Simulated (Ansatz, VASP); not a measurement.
Given: the input of a run of Ansatz 0.2.0 on TiC.

The input input.yaml:

```yaml
crystal:
  lattice:
    - [0.0, 2.1657188437, 2.1657188437]
    - [2.1657188437, 0.0, 2.1657188437]
    - [2.1657188437, 2.1657188437, 0.0]
  atoms:
    - { symbol: Ti, position: [0.0, 0.0, 0.0] }
    - { symbol: C, position: [0.5, 0.5, 0.5] }
hamiltonian:
  xc: rpbe
  pseudopotentials: { kind: paw }
  dispersion: d4
kpoints:
  mp_grid: { grid: [11, 11, 11] }
scf:
  occupations: { method: fermi_dirac, width: 0.05 }
output:
  forces: true
  stress: true
  eigenvalues: true
```

Potentials or basis: Ansatz PAW.

The run is started by

```console
$ ansatz run input.yaml --threads 2 --pin off --max-ram 5120MiB --backend cpu --events-out ev --progress --plain --runs-dir out
```

**Question.** Translate it to VASP 6.6.1. Potentials there: VASP PAW PBE potentials, release 64 (Ti_sv, C).

**Answer.** As run (the cutoff follows the program's own potentials):

File INCAR:

```
  ALGO = Normal
  EDIFF = 1E-6
  ENCUT = 520
  GGA = RP
  ISIF = 2
  ISMEAR = -1
  IVDW = 13
  LASPH = T
  LCHARG = F
  LREAL = F
  LWAVE = F
  NBANDS = 15
  NELM = 80
  PREC = Accurate
  SIGMA = 0.05
```

Contents of KPOINTS:

```
k-points
0
Gamma
  11 11 11
```

The input POSCAR:

```
TiC
1.0
    0.0000000000      2.1657188437      2.1657188437
    2.1657188437      0.0000000000      2.1657188437
    2.1657188437      2.1657188437      0.0000000000
Ti C
1 1
Direct
    0.0000000000      0.0000000000      0.0000000000
    0.5000000000      0.5000000000      0.5000000000
```

Potentials or basis: VASP PAW PBE potentials, release 64 (Ti_sv, C).

Run with:

```sh
$ cat potpaw_PBE.64/Ti_sv/POTCAR potpaw_PBE.64/C/POTCAR > POTCAR
$ mpirun -np 1 vasp_std > vasp.out
```

Both were run:

|  | VASP | Ansatz | Ansatz less VASP |
| --- | --- | --- | --- |
| gap on the k mesh at the Fermi level (eV) | none | none | - |
| pressure (GPa) | -5.6 | -5.8 | -0.20 |
| dispersion energy (meV/atom) | -568.8 | -567.1 | +1.69 |

A gap of «none» marks a metal or a gap that the smearing closes.

Caveats: pairwise dispersion overbinds metals, which lowers pressure and volume; the PAW data sets were made with another functional, which shifts forces and pressure a little (VASP); the PAW data sets come from PBE, with cores solved anew for the run's functional, which leaves a small shift of forces and pressure (Ansatz).
